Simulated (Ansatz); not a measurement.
Hf:

```
Hf
1.0
     0.00000    2.22000    2.22000
     2.22000    0.00000    2.22000
     2.22000    2.22000    0.00000
Hf
1
Direct
  0.00000 0.00000 0.00000
```

This isn't the form of Hf at room conditions, which is hcp.

Base run:

```yaml
Program: Ansatz 0.2.0
Functional: PBEsol
Potentials_or_basis: Ansatz PAW
Cutoff: 420 eV
Density_cutoff: 1680 eV
k_mesh: 7 × 7 × 7
Occupations: fermi-dirac, width 0.05 eV
Spin: spin-orbit coupling, no magnetisation
```

Its results: band gap on the k mesh none (metal or under the smearing width); pressure -1.6 GPa.

Question: The run is repeated on the same cell with these changes: functional from PBEsol to r2SCAN; cutoff from 420 eV to 500 eV; density cutoff from 1680 eV to 2000 eV. What comes out?

Answer: Band gap on the k mesh none (metal or under the smearing width); pressure 2.3 GPa.

Caveats: the PAW data sets come from PBE, with cores solved anew for the run's functional, which leaves a small shift of forces and pressure.

Not every run made on this cell is shown here.
